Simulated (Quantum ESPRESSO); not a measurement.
Hf:

```
Hf
1.0
    -1.80500    1.80500    1.80500
     1.80500   -1.80500    1.80500
     1.80500    1.80500   -1.80500
Hf
1
Direct
  0.00000 0.00000 0.00000
```

This isn't the form of Hf at room conditions, which is hcp.

Base run:

| Property | Result |
| --- | --- |
| Program | Quantum ESPRESSO 7.5 |
| Functional | rSCAN |
| Potentials or basis | SG15 PBE 1.2 |
| Cutoff | 884 eV |
| Density cutoff | 3537 eV |
| k mesh | 8 × 8 × 8 |
| Occupations | fermi-dirac, width 0.05 eV |
| Spin | no spin polarisation |

Its results: band gap on the k mesh none (metal or under the smearing width); pressure -12.4 GPa.

After a change of settings the same cell gave: band gap on the k mesh none (metal or under the smearing width); pressure -14.1 GPa. Which change was it?
A. functional from rSCAN to TASK
B. functional from rSCAN to r2SCAN
C. functional from rSCAN to PBE; k mesh from 8 × 8 × 8 to 10 × 10 × 10
D. functional from rSCAN to SCAN

D.

Caveats: the potentials were made for another functional, which shifts forces and pressure; spin-orbit coupling is left out, which moves the levels of the heavy elements.
